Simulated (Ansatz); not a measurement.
Crystals in the rock-salt structure, computed with r2SCAN in Ansatz (plane-wave DFT, scalar-relativistic, harmonic phonons, no LO–TO term at Γ; fixed occupations; no spin; PAW, where unfrozen means all-electron datasets; each on its own modest k mesh, which can be coarse for ε∞).

```tsv
crystal	cell	k mesh	potentials	phonons by	Å³/atom	top Γ mode (cm⁻¹)
LiH	typed	6×6×6	hand-made PAW	linear response	8.06	?
LiF	typed	6×6×6	unfrozen PAW	finite displacements	8.43	267
MgO	typed	6×6×6	unfrozen PAW	finite displacements	9.63	364
CaO	typed	6×6×6	unfrozen PAW	finite displacements	14.17	263
SrO	typed	6×6×6	unfrozen PAW	finite displacements	17.58	199
```

Caveats: LiH: Ansatz hand-made PAW files were made for PBE.

Estimate the entries marked ?.

LiH: top Γ mode (cm⁻¹) 601.
